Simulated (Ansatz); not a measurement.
Input for Ansatz (plane-wave DFT, PAW):

```yaml
crystal:
  lattice:
    - [9.0, 0.0, 0.0]
    - [0.0, 9.3, 0.0]
    - [0.0, 0.0, 4.9265471241]
  atoms:
    - { symbol: Ir, position: [0.5, 0.5, 0.0], spin: 1.5 }
    - { symbol: Ir, position: [0.5, 0.5, 0.465], spin: 1.5 }
basis:
  ecutwfc: 420
kpoints:
  mp_grid: { grid: [1, 1, 13] }
hamiltonian:
  xc: pbe
scf:
  occupations: { method: gaussian, width: 0.05 }
output:
  forces: true
  stress: true
  eigenvalues: true
  populations: true
  write_density: true
  write_potential: true
  elf: true
  volumetric_format: npy
magnetization:
  spin_polarized: true
relax:
  adjacent_minimum: "off"
  f_tol: 0.01
  max_steps: 45
  cell: { fix: [a, b, alpha, beta, gamma], stress_tol: 0.03 }
```

Run as
```bash
ansatz run input.yaml --threads 2 --pin off --max-ram 5120MiB --backend cpu --events-out ev --progress --plain --runs-dir out
```

These are results of DFT PBE, scalar-relativistic, plane waves, PAW (Ansatz), not measurements.

Abridged output (iterations and final results):

```
SCF iter   1: F=—  HF=-23861.613467 eV  |F-HF|=—  |Δ(HF+E_count)|=         —  Δρ=8.44e-3 (↑8.44e-3 ↓6.83e-3) dr2=4.78e-1  dr2_m=1.29e-1  M=2.966 μB ∫|m|=2.973 μB  β_m=0.30  ethr=1.37e-3  ⟨swp⟩=1.0  Hψ=1935  notcnv=0
Mixer restart at iter 1: flushing history
spin=Collinear: LDOS preconditioning applied to the charge; magnetization (m = ρ↑ − ρ↓) channel mixes plain (no charge-response kernel on spin).
SCF iter   2: F=—  HF=-23861.881532 eV  |F-HF|=—  |Δ(HF+E_count)|=   2.68e-1  Δρ=5.94e-3 (↑5.94e-3 ↓4.40e-3) dr2=1.18e-1  dr2_m=6.49e-2  M=3.018 μB ∫|m|=3.025 μB  β_m=0.46  ethr=1.37e-3  ⟨swp⟩=2.0  Hψ=523  notcnv=0
SCF iter   3: F=—  HF=-23862.217939 eV  |F-HF|=—  |Δ(HF+E_count)|=         —  Δρ=2.40e-3 (↑2.40e-3 ↓1.77e-3) dr2=1.13e-2  dr2_m=1.10e-2  M=2.924 μB ∫|m|=2.932 μB  β_m=0.46  ethr=3.47e-4  ⟨swp⟩=2.7  Hψ=610  notcnv=0  defer=4
SCF iter   4: F=—  HF=-23862.267677 eV  |F-HF|=—  |Δ(HF+E_count)|=   4.97e-2  Δρ=1.08e-3 (↑1.08e-3 ↓1.04e-3) dr2=2.46e-3  dr2_m=2.94e-3  M=2.981 μB ∫|m|=2.990 μB  β_m=0.66  ethr=3.33e-5  ⟨swp⟩=2.2  Hψ=527  notcnv=0  defer=5
SCF iter   5: F=—  HF=-23862.285768 eV  |F-HF|=—  |Δ(HF+E_count)|=   1.81e-2  Δρ=3.49e-4 (↑3.49e-4 ↓3.01e-4) dr2=4.82e-4  dr2_m=3.19e-4  M=3.005 μB ∫|m|=3.019 μB  β_m=0.79  ethr=7.23e-6  ⟨swp⟩=2.0  Hψ=618  notcnv=0  defer=15
SCF iter   6: F=—  HF=-23862.286288 eV  |F-HF|=—  |Δ(HF+E_count)|=   5.20e-4  Δρ=5.75e-5 (↑5.75e-5 ↓5.36e-5) dr2=1.56e-5  dr2_m=8.09e-6  M=3.003 μB ∫|m|=3.018 μB  β_m=0.84  ethr=1.42e-6  ⟨swp⟩=2.1  Hψ=478  notcnv=0  defer=17
SCF iter   7: F=—  HF=-23862.286339 eV  |F-HF|=—  |Δ(HF+E_count)|=   5.05e-5  Δρ=3.11e-5 (↑2.01e-5 ↓3.11e-5) dr2=1.28e-6  dr2_m=2.05e-6  M=3.006 μB ∫|m|=3.021 μB  β_m=0.82  ethr=4.58e-8  ⟨swp⟩=2.5  Hψ=560  notcnv=0  defer=17
SCF iter   8: F=—  HF=-23862.286341 eV  |F-HF|=—  |Δ(HF+E_count)|=   2.79e-6  Δρ=1.74e-5 (↑1.52e-5 ↓1.74e-5) dr2=3.27e-7  dr2_m=8.97e-7  M=3.007 μB ∫|m|=3.022 μB  β_m=0.91  ethr=3.76e-9  ⟨swp⟩=2.4  Hψ=563  notcnv=0  defer=17
SCF iter   9: F=—  HF=-23862.286343 eV  |F-HF|=—  |Δ(HF+E_count)|=   1.59e-6  Δρ=7.16e-6 (↑6.30e-6 ↓7.16e-6) dr2=5.98e-8  dr2_m=1.56e-7  M=3.009 μB ∫|m|=3.025 μB  β_m=0.96  ethr=9.61e-10  ⟨swp⟩=2.5  Hψ=631  notcnv=0  defer=17
SCF iter  10: F=—  HF=-23862.286343 eV  |F-HF|=—  |Δ(HF+E_count)|=   1.59e-7  Δρ=3.34e-6 (↑3.34e-6 ↓2.88e-6) dr2=1.15e-8  dr2_m=3.24e-8  M=3.010 μB ∫|m|=3.026 μB  β_m=0.97  ethr=1.76e-10  ⟨swp⟩=2.1  Hψ=548  notcnv=0  defer=17
SCF iter  11: F=-23862.286343 eV  HF=-23862.286343 eV  |F-HF|=1.28e-8  |Δ(HF+E_count)|=   3.37e-8  Δρ=1.23e-6 (↑1.23e-6 ↓9.86e-7) dr2=1.94e-8  dr2_m=2.60e-9  M=3.011 μB ∫|m|=3.026 μB  ethr=3.39e-11  ⟨swp⟩=9.4  Hψ=2002  notcnv=0
SCF 1 converged in 11 iterations: F = -23862.286343 eV  dr2 = 1.94e-8
relax step   1: F+E_penalty+E_count = -23862.28634317 eV  Δ(F+E_penalty+E_count) = +0.000e0 eV  max|allowed force component| = 1.366e0 eV/Å  Δτ_max = 0.0000 Å  P = -0.933 GPa  Ω = 412.352 Å³  fix = [a, b, alpha, beta, gamma]  reactions: a -0.011, b -0.007 GPa (11 SCF iters, dr2 threshold 1.00e-7 eV, accepted)
Crystal: 2 atoms, lattice volume = 392.277 Å³
Basis set: ecut = 420 eV, 7627 PW (Γ), exchange–correlation on 128×128×72 points (8 copies of the dense FFT grid, shifted against one another)
Initial density: handed on by an earlier stage of this run
Starting moments: Σ|m| = 3 μB on 2 of 2 sites; this step starts from the density that it was given
Initial wavefunctions: those handed on with the density
SCF iter   1: F=—  HF=-23862.888957 eV  |F-HF|=—  |Δ(HF+E_count)|=         —  Δρ=9.00e-3 (↑9.00e-3 ↓8.17e-3) dr2=1.65e-1  dr2_m=2.40e-1  M=1.750 μB ∫|m|=1.763 μB  β_m=0.30  ethr=4.77e-4  ⟨swp⟩=1.0  Hψ=1767  notcnv=0
spin=Collinear: Resta preconditioning applied to the charge; magnetization (m = ρ↑ − ρ↓) channel mixes plain (no charge-response kernel on spin).
SCF iter   2: F=—  HF=-23862.860525 eV  |F-HF|=—  |Δ(HF+E_count)|=   2.84e-2  Δρ=6.64e-3 (↑6.64e-3 ↓6.12e-3) dr2=3.84e-2  dr2_m=1.36e-1  M=1.673 μB ∫|m|=1.684 μB  β_m=0.61  ethr=4.77e-4  ⟨swp⟩=2.1  Hψ=484  notcnv=0
SCF iter   3: F=—  HF=-23862.877095 eV  |F-HF|=—  |Δ(HF+E_count)|=   1.66e-2  Δρ=1.92e-3 (↑1.33e-3 ↓1.92e-3) dr2=6.30e-3  dr2_m=8.18e-3  M=1.432 μB ∫|m|=1.455 μB  β_m=0.72  ethr=1.13e-4  ⟨swp⟩=2.4  Hψ=587  notcnv=0
SCF iter   4: F=—  HF=-23862.887474 eV  |F-HF|=—  |Δ(HF+E_count)|=   1.04e-2  Δρ=4.64e-4 (↑3.71e-4 ↓4.64e-4) dr2=2.83e-4  dr2_m=5.07e-4  M=1.335 μB ∫|m|=1.366 μB  β_m=0.78  ethr=1.85e-5  ⟨swp⟩=2.0  Hψ=566  notcnv=0
SCF iter   5: F=—  HF=-23862.888347 eV  |F-HF|=—  |Δ(HF+E_count)|=   8.73e-4  Δρ=2.99e-4 (↑2.02e-4 ↓2.99e-4) dr2=1.96e-4  dr2_m=1.75e-4  M=1.290 μB ∫|m|=1.325 μB  β_m=0.85  ethr=8.32e-7  ⟨swp⟩=2.0  Hψ=573  notcnv=0
SCF iter   6: F=—  HF=-23862.888731 eV  |F-HF|=—  |Δ(HF+E_count)|=   3.84e-4  Δρ=1.90e-4 (↑1.90e-4 ↓1.35e-4) dr2=3.36e-5  dr2_m=7.33e-5  M=1.256 μB ∫|m|=1.292 μB  β_m=0.93  ethr=5.77e-7  ⟨swp⟩=2.0  Hψ=555  notcnv=0  defer=1
SCF iter   7: F=—  HF=-23862.888919 eV  |F-HF|=—  |Δ(HF+E_count)|=   1.88e-4  Δρ=8.90e-5 (↑8.90e-5 ↓2.45e-5) dr2=1.25e-5  dr2_m=1.02e-5  M=1.219 μB ∫|m|=1.254 μB  β_m=0.96  ethr=9.87e-8  ⟨swp⟩=2.6  Hψ=587  notcnv=0  defer=3
SCF iter   8: F=—  HF=-23862.888951 eV  |F-HF|=—  |Δ(HF+E_count)|=   3.22e-5  Δρ=7.67e-6 (↑6.31e-6 ↓7.67e-6) dr2=1.79e-7  dr2_m=1.26e-7  M=1.203 μB ∫|m|=1.236 μB  β_m=0.98  ethr=3.69e-8  ⟨swp⟩=2.0  Hψ=570  notcnv=0  defer=3
SCF iter   9: F=-23862.888951 eV  HF=-23862.888951 eV  |F-HF|=5.34e-9  |Δ(HF+E_count)|=   3.16e-7  Δρ=1.13e-6 (↑9.45e-7 ↓1.13e-6) dr2=1.06e-8  dr2_m=2.05e-9  M=1.201 μB ∫|m|=1.235 μB  β_m=0.99  ethr=5.28e-10  ⟨swp⟩=7.9  Hψ=2232  notcnv=0
SCF iter  10: F=-23862.888951 eV  HF=-23862.888951 eV  |F-HF|=6.77e-10  |Δ(HF+E_count)|=   1.98e-9  Δρ=4.33e-7 (↑3.72e-7 ↓4.33e-7) dr2=1.37e-9  dr2_m=3.27e-10  M=1.201 μB ∫|m|=1.235 μB  ethr=3.11e-11  ⟨swp⟩=5.4  Hψ=1756  notcnv=0
SCF 2 converged in 10 iterations: F = -23862.888951 eV  dr2 = 1.37e-9
relax step   2: F+E_penalty+E_count = -23862.88895145 eV  Δ(F+E_penalty+E_count) = -6.026e-1 eV  max|allowed force component| = 5.539e-1 eV/Å  Δτ_max = 0.0719 Å  P = -0.815 GPa  Ω = 392.277 Å³  energy of the carried Pulay correction = +6.655e-4 eV  fix = [a, b, alpha, beta, gamma]  reactions: a -0.012, b -0.008 GPa (10 SCF iters, dr2 threshold 2.00e-7 eV, accepted)
Crystal: 2 atoms, lattice volume = 371.984 Å³
Basis set: ecut = 420 eV, 7283 PW (Γ), exchange–correlation on 128×128×72 points (8 copies of the dense FFT grid, shifted against one another)
SCF iter   1: F=—  HF=-23862.874098 eV  |F-HF|=—  |Δ(HF+E_count)|=         —  Δρ=2.33e-3 (↑2.33e-3 ↓2.27e-3) dr2=3.62e-2  dr2_m=1.12e-2  M=1.077 μB ∫|m|=1.100 μB  β_m=0.30  ethr=1.05e-4  ⟨swp⟩=1.0  Hψ=1751  notcnv=0
spin=Collinear: LDOS preconditioning applied to the charge; magnetization (m = ρ↑ − ρ↓) channel mixes plain (no charge-response kernel on spin).
SCF iter   2: F=—  HF=-23862.883163 eV  |F-HF|=—  |Δ(HF+E_count)|=   9.06e-3  Δρ=1.65e-3 (↑1.65e-3 ↓1.27e-3) dr2=3.01e-3  dr2_m=5.67e-3  M=1.077 μB ∫|m|=1.100 μB  β_m=0.39  ethr=1.05e-4  ⟨swp⟩=2.1  Hψ=528  notcnv=0
SCF iter   3: F=—  HF=-23862.894548 eV  |F-HF|=—  |Δ(HF+E_count)|=   1.14e-2  Δρ=8.53e-4 (↑8.53e-4 ↓5.72e-4) dr2=5.23e-4  dr2_m=1.45e-3  M=1.077 μB ∫|m|=1.099 μB  β_m=0.55  ethr=8.85e-6  ⟨swp⟩=2.0  Hψ=500  notcnv=0
SCF iter   4: F=—  HF=-23862.897266 eV  |F-HF|=—  |Δ(HF+E_count)|=   2.72e-3  Δρ=1.49e-4 (↑1.49e-4 ↓1.16e-4) dr2=1.48e-4  dr2_m=2.56e-5  M=1.077 μB ∫|m|=1.098 μB  β_m=0.72  ethr=1.54e-6  ⟨swp⟩=2.0  Hψ=573  notcnv=0
SCF iter   5: F=—  HF=-23862.897355 eV  |F-HF|=—  |Δ(HF+E_count)|=   8.90e-5  Δρ=2.15e-5 (↑2.15e-5 ↓2.09e-5) dr2=5.53e-6  dr2_m=5.35e-7  M=1.077 μB ∫|m|=1.098 μB  β_m=0.77  ethr=4.34e-7  ⟨swp⟩=2.4  Hψ=541  notcnv=0
SCF iter   6: F=—  HF=-23862.897361 eV  |F-HF|=—  |Δ(HF+E_count)|=   5.98e-6  Δρ=4.41e-6 (↑3.95e-6 ↓4.41e-6) dr2=6.61e-8  dr2_m=2.59e-8  M=1.077 μB ∫|m|=1.098 μB  β_m=0.80  ethr=1.63e-8  ⟨swp⟩=2.0  Hψ=442  notcnv=0
SCF iter   7: F=-23862.897362 eV  HF=-23862.897362 eV  |F-HF|=1.09e-8  |Δ(HF+E_count)|=   2.85e-7  Δρ=1.14e-6 (↑1.14e-6 ↓1.11e-6) dr2=6.34e-9  dr2_m=2.88e-9  M=1.077 μB ∫|m|=1.098 μB  β_m=0.87  ethr=1.94e-10  ⟨swp⟩=7.1  Hψ=2030  notcnv=0
SCF iter   8: F=-23862.897362 eV  HF=-23862.897362 eV  |F-HF|=2.69e-10  |Δ(HF+E_count)|=   1.55e-8  Δρ=2.15e-7 (↑2.15e-7 ↓2.00e-7) dr2=6.52e-11  dr2_m=1.18e-10  M=1.077 μB ∫|m|=1.098 μB  ethr=1.86e-11  ⟨swp⟩=6.1  Hψ=1760  notcnv=0
SCF 3 converged in 8 iterations: F = -23862.897362 eV  dr2 = 6.52e-11
relax step   3: F+E_penalty+E_count = -23862.89736173 eV  Δ(F+E_penalty+E_count) = -8.410e-3 eV  max|allowed force component| = 1.344e0 eV/Å  Δτ_max = 0.0315 Å  P = +0.939 GPa  Ω = 371.984 Å³  energy of the carried Pulay correction = +1.373e-3 eV  fix = [a, b, alpha, beta, gamma]  reactions: a -0.011, b -0.008 GPa (8 SCF iters, dr2 threshold 2.00e-7 eV, accepted)
Crystal: 2 atoms, lattice volume = 380.235 Å³
Basis set: ecut = 420 eV, 7451 PW (Γ), exchange–correlation on 128×128×72 points (8 copies of the dense FFT grid, shifted against one another)
SCF iter   1: F=—  HF=-23862.986838 eV  |F-HF|=—  |Δ(HF+E_count)|=         —  Δρ=1.03e-3 (↑8.94e-4 ↓1.03e-3) dr2=1.07e-2  dr2_m=1.47e-3  M=1.077 μB ∫|m|=1.105 μB  β_m=0.30  ethr=3.05e-5  ⟨swp⟩=2.1  Hψ=1724  notcnv=0
spin=Collinear: Resta preconditioning applied to the charge; magnetization (m = ρ↑ − ρ↓) channel mixes plain (no charge-response kernel on spin).
SCF iter   2: F=—  HF=-23862.987941 eV  |F-HF|=—  |Δ(HF+E_count)|=   1.10e-3  Δρ=6.30e-4 (↑6.07e-4 ↓6.30e-4) dr2=2.33e-3  dr2_m=7.78e-4  M=1.077 μB ∫|m|=1.104 μB  β_m=0.45  ethr=3.05e-5  ⟨swp⟩=2.1  Hψ=450  notcnv=0
SCF iter   3: F=—  HF=-23862.990323 eV  |F-HF|=—  |Δ(HF+E_count)|=   2.38e-3  Δρ=2.31e-4 (↑2.31e-4 ↓1.83e-4) dr2=1.68e-4  dr2_m=1.06e-4  M=1.077 μB ∫|m|=1.104 μB  β_m=0.72  ethr=6.85e-6  ⟨swp⟩=2.0  Hψ=447  notcnv=0
SCF iter   4: F=—  HF=-23862.990652 eV  |F-HF|=—  |Δ(HF+E_count)|=   3.28e-4  Δρ=2.49e-5 (↑1.33e-5 ↓2.49e-5) dr2=1.03e-5  dr2_m=3.74e-7  M=1.077 μB ∫|m|=1.103 μB  β_m=0.86  ethr=4.94e-7  ⟨swp⟩=2.0  Hψ=505  notcnv=0
SCF iter   5: F=—  HF=-23862.990651 eV  |F-HF|=—  |Δ(HF+E_count)|=   4.44e-7  Δρ=7.29e-6 (↑7.29e-6 ↓5.50e-6) dr2=1.20e-6  dr2_m=2.31e-8  M=1.077 μB ∫|m|=1.103 μB  β_m=0.93  ethr=3.03e-8  ⟨swp⟩=2.1  Hψ=454  notcnv=0
SCF iter   6: F=—  HF=-23862.990651 eV  |F-HF|=—  |Δ(HF+E_count)|=   2.47e-7  Δρ=2.15e-6 (↑2.15e-6 ↓1.63e-6) dr2=9.17e-8  dr2_m=8.37e-10  M=1.077 μB ∫|m|=1.103 μB  β_m=0.89  ethr=3.53e-9  ⟨swp⟩=2.3  Hψ=480  notcnv=0
SCF iter   7: F=-23862.990651 eV  HF=-23862.990651 eV  |F-HF|=8.27e-9  |Δ(HF+E_count)|=   3.67e-8  Δρ=7.91e-7 (↑7.91e-7 ↓7.87e-7) dr2=1.13e-8  dr2_m=5.08e-11  M=1.077 μB ∫|m|=1.103 μB  ethr=2.70e-10  ⟨swp⟩=6.6  Hψ=1926  notcnv=0
SCF 4 converged in 7 iterations: F = -23862.990651 eV  dr2 = 1.13e-8
relax step   4: F+E_penalty+E_count = -23862.99065087 eV  Δ(F+E_penalty+E_count) = -9.329e-2 eV  max|allowed force component| = 8.602e-3 eV/Å  Δτ_max = 0.0171 Å  P = +0.057 GPa  Ω = 380.235 Å³  energy of the carried Pulay correction = +1.081e-3 eV  fix = [a, b, alpha, beta, gamma]  reactions: a -0.012, b -0.008 GPa (7 SCF iters, dr2 threshold 2.00e-7 eV, accepted)
Crystal: 2 atoms, lattice volume = 380.949 Å³
Basis set: ecut = 420 eV, 7459 PW (Γ), exchange–correlation on 128×128×72 points (8 copies of the dense FFT grid, shifted against one another)
SCF iter   1: F=—  HF=-23862.990960 eV  |F-HF|=—  |Δ(HF+E_count)|=         —  Δρ=5.47e-5 (↑5.47e-5 ↓3.68e-5) dr2=2.99e-6  dr2_m=6.04e-6  M=1.077 μB ∫|m|=1.104 μB  β_m=0.65  ethr=1.23e-7  ⟨swp⟩=3.0  Hψ=1666  notcnv=0
spin=Collinear: Resta preconditioning applied to the charge; magnetization (m = ρ↑ − ρ↓) channel mixes plain (no charge-response kernel on spin).
SCF iter   2: F=—  HF=-23862.991021 eV  |F-HF|=—  |Δ(HF+E_count)|=   6.17e-5  Δρ=2.09e-5 (↑1.47e-5 ↓2.09e-5) dr2=3.43e-6  dr2_m=7.27e-7  M=1.077 μB ∫|m|=1.104 μB  β_m=0.58  ethr=8.80e-9  ⟨swp⟩=2.1  Hψ=508  notcnv=0
SCF iter   3: F=—  HF=-23862.991041 eV  |F-HF|=—  |Δ(HF+E_count)|=   1.97e-5  Δρ=1.07e-5 (↑5.39e-6 ↓1.07e-5) dr2=1.32e-6  dr2_m=1.32e-7  M=1.077 μB ∫|m|=1.104 μB  β_m=0.79  ethr=8.80e-9  ⟨swp⟩=2.0  Hψ=434  notcnv=0
SCF iter   4: F=—  HF=-23862.991048 eV  |F-HF|=—  |Δ(HF+E_count)|=   6.42e-6  Δρ=1.75e-6 (↑1.75e-6 ↓1.45e-6) dr2=1.32e-7  dr2_m=1.71e-9  M=1.077 μB ∫|m|=1.104 μB  β_m=0.84  ethr=3.90e-9  ⟨swp⟩=2.3  Hψ=465  notcnv=0
SCF iter   5: F=-23862.991047 eV  HF=-23862.991047 eV  |F-HF|=8.89e-9  |Δ(HF+E_count)|=   5.11e-8  Δρ=7.08e-7 (↑7.08e-7 ↓6.98e-7) dr2=1.32e-8  dr2_m=1.57e-11  M=1.077 μB ∫|m|=1.104 μB  ethr=2.67e-10  ⟨swp⟩=6.1  Hψ=1870  notcnv=0
SCF 5 converged in 5 iterations: F = -23862.991047 eV  dr2 = 1.32e-8
relax step   5: F+E_penalty+E_count = -23862.99104748 eV  Δ(F+E_penalty+E_count) = -3.966e-4 eV  max|allowed force component| = 5.599e-4 eV/Å  Δτ_max = 0.0001 Å  P = -0.007 GPa  Ω = 380.949 Å³  energy of the carried Pulay correction = +1.056e-3 eV  fix = [a, b, alpha, beta, gamma]  reactions: a -0.012, b -0.008 GPa (5 SCF iters, dr2 threshold 9.09e-8 eV, accepted)
Basis set: ecut = 420 eV, 7459 PW (Γ), exchange–correlation on 128×128×64 points (8 copies of the dense FFT grid, shifted against one another)
Initial wavefunctions: pseudopotential atomic-orbital guess (no wavefunctions were taken with the density)
SCF iter   1: F=—  HF=-23862.988703 eV  |F-HF|=—  |Δ(HF+E_count)|=         —  Δρ=6.32e-5 (↑6.32e-5 ↓6.21e-5) dr2=9.76e-6  dr2_m=1.98e-8  M=1.077 μB ∫|m|=1.103 μB  β_m=0.65  ethr=2.30e-7  ⟨swp⟩=3.7  Hψ=2439  notcnv=0
spin=Collinear: Resta preconditioning applied to the charge; magnetization (m = ρ↑ − ρ↓) channel mixes plain (no charge-response kernel on spin).
SCF iter   2: F=—  HF=-23862.988899 eV  |F-HF|=—  |Δ(HF+E_count)|=   1.96e-4  Δρ=2.26e-5 (↑2.26e-5 ↓2.19e-5) dr2=1.51e-6  dr2_m=3.60e-9  M=1.077 μB ∫|m|=1.103 μB  β_m=0.56  ethr=2.87e-8  ⟨swp⟩=2.7  Hψ=568  notcnv=0
SCF iter   3: F=—  HF=-23862.988902 eV  |F-HF|=—  |Δ(HF+E_count)|=   2.53e-6  Δρ=9.74e-6 (↑9.74e-6 ↓9.30e-6) dr2=2.53e-7  dr2_m=2.37e-9  M=1.077 μB ∫|m|=1.103 μB  β_m=0.73  ethr=4.43e-9  ⟨swp⟩=2.1  Hψ=425  notcnv=0
SCF iter   4: F=—  HF=-23862.988902 eV  |F-HF|=—  |Δ(HF+E_count)|=   5.17e-7  Δρ=6.29e-7 (↑5.75e-7 ↓6.29e-7) dr2=6.07e-9  dr2_m=4.19e-10  M=1.077 μB ∫|m|=1.103 μB  β_m=0.87  ethr=7.43e-10  ⟨swp⟩=2.3  Hψ=486  notcnv=0
SCF iter   5: F=—  HF=-23862.988902 eV  |F-HF|=—  |Δ(HF+E_count)|=  2.07e-10  Δρ=1.28e-7 (↑1.18e-7 ↓1.28e-7) dr2=3.41e-10  dr2_m=1.68e-12  M=1.077 μB ∫|m|=1.103 μB  β_m=0.93  ethr=1.78e-11  ⟨swp⟩=2.4  Hψ=488  notcnv=0
SCF iter   6: F=—  HF=-23862.988902 eV  |F-HF|=—  |Δ(HF+E_count)|=   2.23e-8  Δρ=5.28e-8 (↑5.28e-8 ↓5.08e-8) dr2=8.33e-11  dr2_m=5.64e-14  M=1.077 μB ∫|m|=1.103 μB  β_m=0.80  ethr=1.00e-12  ⟨swp⟩=2.0  Hψ=468  notcnv=0
SCF iter   7: F=—  HF=-23862.988902 eV  |F-HF|=—  |Δ(HF+E_count)|=  2.55e-11  Δρ=1.44e-8 (↑1.19e-8 ↓1.44e-8) dr2=2.58e-12  dr2_m=5.97e-14  M=1.077 μB ∫|m|=1.103 μB  β_m=0.90  ethr=1.00e-12  ⟨swp⟩=1.7  Hψ=403  notcnv=0
SCF iter   8: F=-23862.988902 eV  HF=-23862.988902 eV  |F-HF|=1.82e-11  |Δ(HF+E_count)|=  7.28e-12  Δρ=4.00e-9 (↑3.21e-9 ↓4.00e-9) dr2=1.82e-13  dr2_m=2.84e-15  M=1.077 μB ∫|m|=1.103 μB  ethr=1.00e-12  ⟨swp⟩=4.1  Hψ=1247  notcnv=0
SCF 6 converged in 8 iterations: F = -23862.988902 eV  dr2 = 1.82e-13
WARN: The output density's exchange-correlation potential varies sharply where the density is thin. Do not read a vacuum level from v_tot or v_xc, or from such a field of the output density. On a cell that repeats whose density bears no net charge and no dipole along the vacuum's axis use v_es (v_loc + v_h of the components); under efield.dipole_correction with no amplitude use v_es + v_field, which holds any external_charges[].barrier, or the levels of the report's work_function block, which leave it out; under a non-zero efield.amplitude the vacuum is tilted and has no level; on a cell that repeats and bears such a dipole with no correction it is tilted too, and efield.dipole_correction wi ...
SCF converged after 8 iterations
Magnetization: 1.0772 μB (17.5386 up, 16.4614 down)
Absolute magnetization: 1.1032 μB (∫|ρ↑−ρ↓|, with the PAW one-centre terms)
Spin contamination: 0.0027 ħ² per cell (⟨S²⟩ above its minimum at these occupations)
Per-site moments (μB) at R_I (Å): [(0.39656961, 0.93871267), (0.39656961, 0.93871267)]
Free energy (F): -23862.988902 eV
Harris-Foulkes:  -23862.988902 eV  (|F-HF|=1.82e-11)
Internal energy: -23862.984478 eV  (E = F + TS)
E sigma→0 (E₀):  -23862.986690 eV
Entropy (-TS):   -0.004424 eV (-2.212 meV/atom)
Fermi energy:    -3.344619 eV
--- Per-component energies (eV) ---
  E_band       = -1100.330703
  E_kinetic    = 1240.440664
  E_local      = -10867.358634  (includes V_loc(G=0)·N_el)
  E_nonlocal   = 153.394676
  E_hartree    = 4714.411095
  E_xc         = -527.489758
  E_vxc        = -588.253719  (∫ρ·V_xc dr)
  E_paw        = -18449.196758  (= ΣΔE_a)
  E_vpaw       = -467.376057  (= ΣTr[D̂ρ^β])
  E_aug_tail   = 0.000134  (compensation charges beyond the density's cutoff)
  E_ewald      = -127.185897
  E_smearing   = -0.004424  (= −TS)
--- Forces (eV/Å), atoms counted from 1 ---
  atom   1  Ir     0.00000000     0.00000000     0.00043952
  atom   2  Ir     0.00000000     0.00000000    -0.00043952
--- Stress (GPa, compression-positive) ---
       -0.011017       0.000000       0.000000
        0.000000      -0.007631       0.000000
        0.000000       0.000000       0.002498
  P = ⅓ Tr σ = -0.0054 GPa (-0.054 kbar)
--- Band table (eV; the first three rows and the last of 14) ---
  k-point 0 ↑: bands = ["-95.0817", "-94.8672", "-53.5945", "-51.7618", "-51.7617", "-51.5064", "-51.5064", "-51.4169", "-10.6824", "-7.9195", "-7.9195", "-5.6633", "-5.1737", "-5.1732", "-3.6257", "-3.6256", "-2.6449", "-1.3300", "-1.3300", "-0.5157", "-0.5034", "1.7855", "2.1383"]
  k-point 1 ↑: bands = ["-95.0786", "-94.8704", "-53.5655", "-51.7581", "-51.7581", "-51.5102", "-51.5101", "-51.4516", "-10.5528", "-7.8611", "-7.8611", "-5.6298", "-5.1542", "-5.1537", "-3.6520", "-3.6520", "-2.7166", "-1.6839", "-1.6831", "-0.2351", "-0.2227", "1.7904", "1.8276"]
  k-point 2 ↑: bands = ["-95.0696", "-94.8797", "-53.4797", "-51.7474", "-51.7474", "-51.5532", "-51.5213", "-51.5213", "-10.1679", "-7.6870", "-7.6870", "-5.5299", "-5.0965", "-5.0961", "-3.7285", "-3.7285", "-2.9214", "-2.3294", "-2.3287", "0.2100", "0.2250", "0.8746", "1.9540"]
  k-point 6 ↓: bands = ["-94.7484", "-94.7223", "-52.5450", "-52.2822", "-51.2670", "-51.2669", "-51.2357", "-51.2356", "-6.3025", "-5.7654", "-5.7654", "-5.1049", "-5.1048", "-4.9902", "-4.1950", "-4.0767", "-4.0762", "-3.8841", "-3.8838", "-3.7547", "2.2628", "2.2909", "2.8539"]
--- Relaxed structure (5 steps of the walk, 5 accepted, 1 SCFs on fresh bases) ---
  F+E_penalty+E_count = -23862.98890211 eV   max|allowed force component| = 4.395e-4 eV/Å   (the final SCF, on the basis selected at the relaxed cell)
  cell:  # Å, volume = 380.9490 Å³
    - [9.0, 0.0, 0.0]
    - [0.0, 9.3, 0.0]
    - [0.0, 0.0, 4.55136213]
  atoms:
    - { symbol: Ir, position: [0.5, 0.5, -0.01750153] }
    - { symbol: Ir, position: [0.5, 0.5, 0.48250153] }
--- Löwdin populations: 2 sites ---
  site symbol q [e]    m [muB]
     0     Ir     16.9438     0.5415
     1     Ir     16.9438     0.5415
  spilling = 0.003307 (of n_electrons = 34.000000)
```

The relaxation met its thresholds.

It took 31 s on 2 threads of Arm Neoverse V1 (shared host), peak memory 0.62 GiB.

Spin-orbit coupling is left out, which matters for the bands of heavy elements.